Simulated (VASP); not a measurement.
# In2O3 (R-3c) in VASP: band structure with PBEsol

Aim: the band structure of In2O3 with PBEsol.

All numbers are computed with VASP 6.6.1; they aren't measurements. Logs are shortened: lines on timing, memory, paths and dates and some standing lists are left out, and cuts for length are marked.

**Experimental background.**

From “Fabrication and performance enhancement of an In2O3/BiVO4 heterojunction for N-butanol gas sensing applications”, 2024, pmc:11650617, for a powder of In2O3: band gap 3.08 eV (optical).

How close the calculation comes is told below.

## (1) Starting point

The structure is trigonal, space group R-3c (No. 167). Conventional cell: a = 5.487 Å, b = 5.487 Å, c = 14.510 Å, α = 90.00°, β = 90.00°, γ = 120.00°. In (site symmetry 3) has 6 O at 2.12 to 2.26 Å as nearest neighbours. Around O (site symmetry 2) lie 4 In at 2.12 to 2.26 Å.

## (2) Band structure, PBEsol

File INCAR:

```
PREC     = Accurate       # precision mode
ENCUT    = 520            # plane-wave cutoff, eV
EDIFF    = 1E-6           # SCF threshold, eV
ISMEAR   = 0              # smearing method
SIGMA    = 0.02           # smearing width, eV
LREAL    = F              # projectors in reciprocal space
LASPH    = T              # aspherical terms in the spheres
NELM     = 100            # most SCF steps
ALGO     = Normal         # electronic algorithm
ISIF     = 2              # what is computed and relaxed
LWAVE    = F              # write WAVECAR
LCHARG   = F              # write CHGCAR
GGA      = PS             # functional
```

File KPOINTS:

```
regular mesh
0
Gamma
  6 6 6
```

File POSCAR:

```
In2O3
1.0
    2.7435000000      1.5839604600      4.8366666700
   -2.7435000000      1.5839604600      4.8366666700
    0.0000000000     -3.1679209300      4.8366666700
In O
4 6
Direct
    0.3573100000      0.3573100000      0.3573100000
    0.1426900000      0.1426900000      0.1426900000
    0.6426900000      0.6426900000      0.6426900000
    0.8573100000      0.8573100000      0.8573100000
    0.5480000000      0.9520000000      0.2500000000
    0.2500000000      0.5480000000      0.9520000000
    0.9520000000      0.2500000000      0.5480000000
    0.4520000000      0.0480000000      0.7500000000
    0.7500000000      0.4520000000      0.0480000000
    0.0480000000      0.7500000000      0.4520000000
```

File KPOINTS_OPT:

```
path GLB1,BZGX,QFP1Z,LP
10
line-mode
reciprocal
 0.0000000000  0.0000000000  0.0000000000  G
 0.5000000000  0.0000000000  0.0000000000  L

 0.5000000000  0.0000000000  0.0000000000  L
 0.5000000000  0.2381665115 -0.2381665115  B1

 0.7618334885  0.5000000000  0.2381665115  B
 0.5000000000  0.5000000000  0.5000000000  Z

 0.5000000000  0.5000000000  0.5000000000  Z
 0.0000000000  0.0000000000  0.0000000000  G

 0.0000000000  0.0000000000  0.0000000000  G
 0.3690832557  0.0000000000 -0.3690832557  X

 0.6309167443  0.3690832557  0.0000000000  Q
 0.5000000000  0.5000000000  0.0000000000  F

 0.5000000000  0.5000000000  0.0000000000  F
 0.6309167443  0.6309167443  0.2381665115  P1

 0.6309167443  0.6309167443  0.2381665115  P1
 0.5000000000  0.5000000000  0.5000000000  Z

 0.5000000000  0.0000000000  0.0000000000  L
 0.7618334885  0.3690832557  0.3690832557  P
```

Potentials or basis: VASP PAW PBE potentials, release 64 (In_d, O).

Launch:

```bash
$ cat potpaw_PBE.64/In_d/POTCAR potpaw_PBE.64/O/POTCAR > POTCAR
$ mpirun -np 1 vasp_std > vasp.out
```

OUTCAR:

```text
PREC = Accurate
   ENCUT = 520
   EDIFF = 1E-6
   ISMEAR = 0
   LREAL = F
   LASPH = T
   NELM = 100
   ISIF = 2
   GGA = PS

 ion  position               nearest neighbor table
   1  0.357  0.357  0.357-   9 2.12  10 2.12   8 2.12   7 2.26   5 2.26   6 2.26   2 3.11   3 3.24
                             3 3.24   3 3.24   2 3.61   2 3.61   2 3.61   4 3.99   4 3.99   4 3.99
   2  0.143  0.143  0.143-  10 2.12   9 2.12   8 2.12   6 2.26   5 2.26   7 2.26   1 3.11   4 3.24
                             4 3.24   4 3.24   1 3.61   1 3.61   1 3.61   3 3.99   3 3.99   3 3.99
   3  0.643  0.643  0.643-   6 2.12   7 2.12   5 2.12  10 2.26   8 2.26   9 2.26   4 3.11   1 3.24
                             1 3.24   1 3.24   4 3.61   4 3.61   4 3.61   2 3.99   2 3.99   2 3.99
   4  0.857  0.857  0.857-   7 2.12   6 2.12   5 2.12   9 2.26   8 2.26  10 2.26   3 3.11   2 3.24
                             2 3.24   2 3.24   3 3.61   3 3.61   3 3.61   1 3.99   1 3.99   1 3.99
   5  0.548  0.952  0.250-   3 2.12   4 2.12   1 2.26   2 2.26
   6  0.250  0.548  0.952-   3 2.12   4 2.12   2 2.26   1 2.26
   7  0.952  0.250  0.548-   4 2.12   3 2.12   1 2.26   2 2.26
   8  0.452  0.048  0.750-   1 2.12   2 2.12   3 2.26   4 2.26
   9  0.750  0.452  0.048-   1 2.12   2 2.12   4 2.26   3 2.26
  10  0.048  0.750  0.452-   2 2.12   1 2.12   3 2.26   4 2.26

  LATTYP: Found a trigonal (rhomboedric) cell.
 ALAT       =     5.7817875666
 COS(alpha) =     0.5496857785

  Lattice vectors:

 A1 = (   2.7435000000,   1.5839604600,   4.8366666700)
 A2 = (  -2.7435000000,   1.5839604600,   4.8366666700)
 A3 = (   0.0000000000,  -3.1679209300,   4.8366666700)

Analysis of symmetry for initial positions (statically):
=====================================================================
 Subroutine PRICEL returns:
 Original cell was already a primitive cell.

 Routine SETGRP: Setting up the symmetry group for a
 trigonal (rhombohedral) supercell.

 Subroutine GETGRP returns: Found 12 space group operations
 (whereof  6 operations were pure point group operations)
 out of a pool of 12 trial point group operations.

The static configuration has the point symmetry S_6 .
 The point group associated with its full space group is D_3d.

Analysis of symmetry for dynamics (positions and initial velocities):
=====================================================================
 Subroutine PRICEL returns:
 Original cell was already a primitive cell.

 Routine SETGRP: Setting up the symmetry group for a
 trigonal (rhombohedral) supercell.

 Subroutine GETGRP returns: Found 12 space group operations
[... 133 lines left out ...]
   EMIN   =  10.00;   EMAX   =-10.00  energy-range for DOS
   EFERMI =   0.00;   METHOD = LEGACY
   ISMEAR =     0;   SIGMA  =   0.02  broadening in eV -4-tet -1-fermi 0-gaus
   EFERMI_NEDOS =   21; number of points for ismear=-14 and -15
   IALGO  =     38    algorithm
   IMIX   =      4    mixing-type and parameters
     AMIX     =   0.40;   BMIX     =  1.00
     AMIX_MAG =   1.60;   BMIX_MAG =  1.00
  volume/ion in A,a.u.               =      12.61        85.10
  Fermi-wavevector in a.u.,A,eV,Ry     =   1.452068  2.744010 28.687886  2.108500
  Thomas-Fermi vector in A             =   2.569492
   LORBIT       =      0    0 simple, 1 ext, 2 COOP (PROOUT), +10 PAW based schemes
   GGA     = PS    functional components
   LHFCALC =     F    Hartree Fock is set to
   AEXX    =    0.0000 exact exchange contribution
   IVDW    =     0    specifies the selected vdW correction
   LEPSILON=     F    determine dielectric tensor
   LRPA    =     F    only Hartree local field effects (RPA)
 non-spin polarized calculation
 Gauss-broadening in eV      SIGMA  =   0.02
  energy-cutoff  :      520.00
  volume of cell :      126.11
 maximum number of plane-waves:      3426
 NGX is ok and might be reduce to    48
   NGX = 21   NGY = 21   NGZ = 21

 number of electron      88.0000008 magnetization

 Free energy of the ion-electron system (eV)
  ---------------------------------------------------
  ext. energy  EPLUGINS =         0.00000000
  ---------------------------------------------------
  free energy    TOTEN  =       -59.36769743 eV

  energy without entropy =      -59.36769743  energy(sigma->0) =      -59.36769743

 E-fermi :   5.5622     XC(G=0): -11.5102

 val. band max:        5.4752113458   @ k =   0.3333   0.0000   0.0000
 cond. band min:       6.6714173725   @ k =   0.0000   0.0000   0.0000
 fundamental gap:      1.1962060268
 Fermi energy:         5.5621710909

 k-point     1 :       0.0000    0.0000    0.0000
  band No.  band energies     occupation
      1     -12.1286      2.00000
      2     -11.2141      2.00000
      3     -11.2141      2.00000
      4     -10.9914      2.00000
      5     -10.9914      2.00000
      6     -10.8933      2.00000
[... 1309 lines left out ...]
     51      14.2000      0.00000
     52      14.9520      0.00000

 [... further k-points ...]

------------------------ aborting loop because EDIFF is reached ----------------------------------------

  FORCE on cell =-STRESS in cart. coord.  units (eV):
  Direction    XX          YY          ZZ          XY          YZ          ZX
  --------------------------------------------------------------------------------------
  -------------------------------------------------------------------------------------
  Total        2.3193575      2.3193575      1.4486579      0.0000000     -0.0000000      0.0000000
  in kB       29.4667044     29.4667044     18.4047413      0.0000000     -0.0000000      0.0000000
  external PRESSURE =      25.7793834 kB  Pullay stress =       0.0000000 kB

 VOLUME and BASIS-vectors are now :
 -----------------------------------------------------------------------------
  energy-cutoff  :      520.00
  volume of cell :      126.11
      direct lattice vectors                 reciprocal lattice vectors
     2.743500000  1.583960460  4.836666670     0.182248952  0.105221482  0.068917988
    -2.743500000  1.583960460  4.836666670    -0.182248952  0.105221482  0.068917988
     0.000000000 -3.167920930  4.836666670     0.000000000 -0.210442963  0.068917987

 POSITION                                       TOTAL-FORCE (eV/Angst)
 -----------------------------------------------------------------------------------
      0.00000     -0.00000      5.18457         0.000000      0.000000     -0.058686
      0.00000     -0.00000      2.07043         0.000000     -0.000000      0.058686
      0.00000     -0.00000      9.32543         0.000000     -0.000000      0.058686
      0.00000     -0.00000     12.43957         0.000000      0.000000     -0.058686
     -1.10837      1.58396      8.46417        -0.166991      0.000000     -0.000000
     -0.81756     -1.75186      8.46417         0.083495     -0.144618     -0.000000
      1.92594      0.16790      8.46417         0.083495      0.144618     -0.000000
      1.10837     -1.58396      6.04583         0.166991      0.000000     -0.000000
      0.81756      1.75186      6.04583        -0.083495      0.144618     -0.000000
     -1.92594     -0.16790      6.04583        -0.083495     -0.144618     -0.000000
 -----------------------------------------------------------------------------------
    total drift:                                0.000000     -0.000000      0.000000

  FREE ENERGIE OF THE ION-ELECTRON SYSTEM (eV)
  ---------------------------------------------------
  free  energy   TOTEN  =       -59.3676974271 eV

  energy  without entropy=      -59.3676974271  energy(sigma->0) =      -59.36769743
```

OSZICAR:

```text
N       E                     dE             d eps       ncg     rms          rms(c)
DAV:   1     0.127197555988E+04    0.12720E+04   -0.42023E+04  3360   0.244E+03
DAV:   2     0.192786252535E+03   -0.10792E+04   -0.10456E+04  3504   0.656E+02
[... 35 lines left out ...]
       N       E                     dE             ncg
DAV:   1     0.406268250754E+05   -0.27850E+05     2736
DAV:   2     0.135406068707E+05   -0.27086E+05     2736
DAV:   3     0.742488040361E+04   -0.61157E+04     3016
DAV:   4     0.690776836937E+04   -0.51711E+03     3560
DAV:   5     0.689516599139E+04   -0.12602E+02     3408
DAV:   6     0.689450261435E+04   -0.66338E+00     3904
DAV:   7     0.689448413767E+04   -0.18477E-01     3840
DAV:   8     0.689448359872E+04   -0.53895E-03     3920
DAV:   9     0.689448358688E+04   -0.11840E-04     2864
DAV:  10     0.689448358613E+04   -0.75426E-06     2088
```

Wall time 8.8 min (1 thread of Intel Xeon 6975P-C (Granite Rapids), shared host); peak memory 0.46 GiB.

Results:

| Property | Result |
| --- | --- |
| Free energy | -59.3677 eV |
| Pressure | 2.6 GPa |
| Largest force | 0.167 eV/Å |
| Band gap on the k mesh | 1.20 eV, indirect (least direct gap 1.24 eV) |
| Band gap along the path | 1.20 eV, indirect (least direct gap 1.24 eV) |

Forces in eV/Å, atoms in the order of the input:
```
In   0.000  0.000 -0.059
In   0.000  0.000  0.059
In   0.000  0.000  0.059
In   0.000  0.000 -0.059
O   -0.167  0.000  0.000
O    0.083 -0.145  0.000
O    0.083  0.145  0.000
O    0.167  0.000  0.000
O   -0.083  0.145  0.000
O   -0.083 -0.145  0.000
```

Levels at the corners of the path, in eV from the valence-band top:
| point | band 42 | band 43 | band 44 | band 45 | band 46 | band 47 |
| --- | --- | --- | --- | --- | --- | --- |
| Γ | -0.28 | -0.04 | -0.04 | 1.20 | 5.47 | 6.21 |
| L | -0.77 | -0.07 | -0.07 | 4.91 | 4.91 | 5.82 |
| L | -0.77 | -0.07 | -0.07 | 4.91 | 4.91 | 5.82 |
| B1 | -0.35 | -0.16 | -0.16 | 5.53 | 5.53 | 5.86 |
| B | -0.35 | -0.16 | -0.16 | 5.53 | 5.53 | 5.86 |
| Z | -0.19 | -0.19 | -0.19 | 4.35 | 4.35 | 7.14 |
| Z | -0.19 | -0.19 | -0.19 | 4.35 | 4.35 | 7.14 |
| Γ | -0.28 | -0.04 | -0.04 | 1.20 | 5.47 | 6.21 |
| Γ | -0.28 | -0.04 | -0.04 | 1.20 | 5.47 | 6.21 |
| X | -0.27 | -0.21 | -0.07 | 5.24 | 5.48 | 5.69 |
| Q | -0.27 | -0.21 | -0.07 | 5.24 | 5.48 | 5.69 |
| F | -0.35 | -0.09 | -0.04 | 5.15 | 5.47 | 6.44 |
| F | -0.35 | -0.09 | -0.04 | 5.15 | 5.47 | 6.44 |
| P1 | -0.38 | -0.32 | -0.11 | 5.42 | 5.59 | 5.70 |
| P1 | -0.38 | -0.32 | -0.11 | 5.42 | 5.59 | 5.70 |
| Z | -0.19 | -0.19 | -0.19 | 4.35 | 4.35 | 7.14 |
| L | -0.77 | -0.07 | -0.07 | 4.91 | 4.91 | 5.82 |
| P | -0.38 | -0.32 | -0.11 | 5.42 | 5.59 | 5.70 |

Caveat: the PAW data sets were made with another functional, which shifts forces and pressure a little; spin-orbit coupling is left out, which moves the levels of the heavy elements.

## (3) How close it comes

Step 2. Against the measured gap of In2O3, 3.08 eV (optical; powder; “Fabrication and performance enhancement of an In2O3/BiVO4 heterojunction for N-butanol gas sensing applications”, 2024, pmc:11650617), the calculated 1.20 eV is off by -1.88 eV. So large a miss can be the level of theory's own, or it may mean another phase, state or a wrong row. Spin-orbit coupling on In is left out. The value is that of PBEsol, without temperature or zero-point motion. Semilocal functionals fall short of measured gaps as a rule.
